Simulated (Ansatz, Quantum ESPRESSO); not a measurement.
Given: the input of a run of Quantum ESPRESSO 7.5 on AlO. The cell comes from a database or a generator and needn't be the stable form of this composition.

The input pw.in:

```
&CONTROL
  calculation = 'scf'
  prefix = 'pwscf'
  outdir = './tmp'
  pseudo_dir = './pseudo'
  tprnfor = .true.
  tstress = .true.
  disk_io = 'nowf'
/
&SYSTEM
  ibrav = 0
  nat = 2
  ntyp = 2
  ecutwfc = 55
  ecutrho = 440
  nbnd = 10
  occupations = 'smearing'
  smearing = 'fd'
  degauss = 0.00367493
/
&ELECTRONS
  conv_thr = 4d-10
  electron_maxstep = 120
  mixing_beta = 0.5
/
ATOMIC_SPECIES
Al    26.9815 Al.pbe-n-kjpaw_psl.1.0.0.UPF
O     15.9990 O.pbe-n-kjpaw_psl.0.1.UPF
CELL_PARAMETERS angstrom
   2.7691900000    0.0000000000    0.0000000000
   0.0000000000    2.7691900000    0.0000000000
   0.0000000000    0.0000000000    2.7691900000
ATOMIC_POSITIONS crystal
Al     0.5000000000    0.5000000000    0.5000000000
O      0.0000000000    0.0000000000    0.0000000000
K_POINTS automatic
10 10 10 0 0 0
```

Potentials or basis: SSSP 1.3 efficiency PBE.

Command:

```console
$ OMP_NUM_THREADS=1 pw.x -in pw.in > pw.out
```

**Question.** Set up the same calculation for Ansatz 0.2.0. Potentials or basis there: Ansatz PAW, cutoff 420 eV.

**Answer.** As run (cutoffs and basis follow the program's own potentials, and thresholds, step limits or extra output files can differ):

The input input.yaml:

```yaml
crystal:
  lattice:
    - [2.76919, 0.0, 0.0]
    - [0.0, 2.76919, 0.0]
    - [0.0, 0.0, 2.76919]
  atoms:
    - { symbol: Al, position: [0.5, 0.5, 0.5] }
    - { symbol: O, position: [0.0, 0.0, 0.0] }
hamiltonian:
  xc: pbe
  pseudopotentials: { kind: paw }
kpoints:
  mp_grid: { grid: [10, 10, 10] }
scf:
  occupations: { method: fermi_dirac, width: 0.05 }
output:
  forces: true
  stress: true
  eigenvalues: true
```

Potentials or basis: Ansatz PAW.

Launch:

```bash
$ ansatz run input.yaml --threads 1 --pin off --max-ram 3584MiB --backend cpu --events-out ev --progress --plain --runs-dir out
```

Both were run:

|  | Quantum ESPRESSO | Ansatz |
| --- | --- | --- |
| Pressure | -0.2 GPa | 0.0 GPa |

Ansatz's pressure holds a Pulay term of +0.60 GPa for its cutoff of 420 eV, which the other run lacks.

Where Ansatz's input types no cutoff or centring, it takes its own default and a Γ-centred mesh.

Pressure is positive in compression.
